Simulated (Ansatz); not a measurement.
## Pb in Ansatz: the effect of functional

The system is Pb.

```
Pb
1.0
     0.00000    3.50645    3.50645
     3.50645    0.00000    3.50645
     3.50645    3.50645    0.00000
Pb
2
Direct
  0.25000 0.25000 0.25000
  0.00000 0.00000 0.00000
```

This isn't the form of Pb at room conditions, which is fcc.

The cell isn't the ideal one: volume scaled by 1.06.

Alike in all runs:

```yaml
Program: Ansatz 0.2.0
Task: single point
Potentials_or_basis: Ansatz PAW
k_mesh: 7 × 7 × 7
Occupations: fermi-dirac, width 0.05 eV
Spin: no spin polarisation
```

Question: One run gave: pressure -2.2 GPa. Which functional did it use?
A. r2SCAN
B. LDA
C. PBEsol

Answer: B.

| functional | cutoff | pressure (GPa) |
| --- | --- | --- |
| LDA | 420 eV (not typed: the program's choice for these potentials) | -2.2 |
| PBEsol | 420 eV (not typed: the program's choice for these potentials) | -1.2 |
| r2SCAN | 500 eV (not typed: the program's choice for these potentials) | -0.7 |

Caveats: the PAW data sets come from PBE, with cores solved anew for the run's functional, which leaves a small shift of forces and pressure.
